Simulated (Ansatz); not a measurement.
In3As: balancing the decomposition

Level of theory: Ansatz, DFT PBE, scalar-relativistic, plane waves, PAW. All cells share a 420 eV cutoff and Γ-centred k meshes spaced at most about 0.3 Å⁻¹ (about 0.25 or finer for metals, 2π included). No spin polarisation.

Formation energies are uncorrected and refer to the elements' standard structures at the same level.

These are static total energies at zero pressure. The reference form of As is held partly by dispersion forces, which this level lacks.

A trial structure of In3As (reached from: random cell; relaxed: space group I4/mmm (No. 139), a = 5.556 Å, c = 6.639 Å) has a formation energy of 0.095 eV/atom. At its composition the lowest mixture among the elements and 2 reference phases computed alike (others may be missing) consists of these:

```tsv
phase	source	ΔE_f (eV/atom)
In (solid)	element	-0.002
InAs (F-43m)	Materials Project	-0.244
```

The lowest database cell of In (-0.002) lies slightly below the reference, hence the non-zero entry.

Task: Write the balanced decomposition and find its energy per atom, per formula unit and per mole of formula units.

Result: Balancing In and As gives In3As → 2 In + InAs. The left side holds 4 atoms, and the products take 2/4 (In) and 2/4 (InAs) of them. The mixture therefore lies at 2/4 × (-0.002) + 2/4 × (-0.244) = -0.123 eV/atom. The reaction energy is -0.123 − (0.095) = -0.218 eV/atom. Times 4 atoms that is -0.872 eV per In3As, and times 96.485 it is -84 kJ per mole of In3As. Decomposition is downhill, so the trial structure is unstable against this mixture.
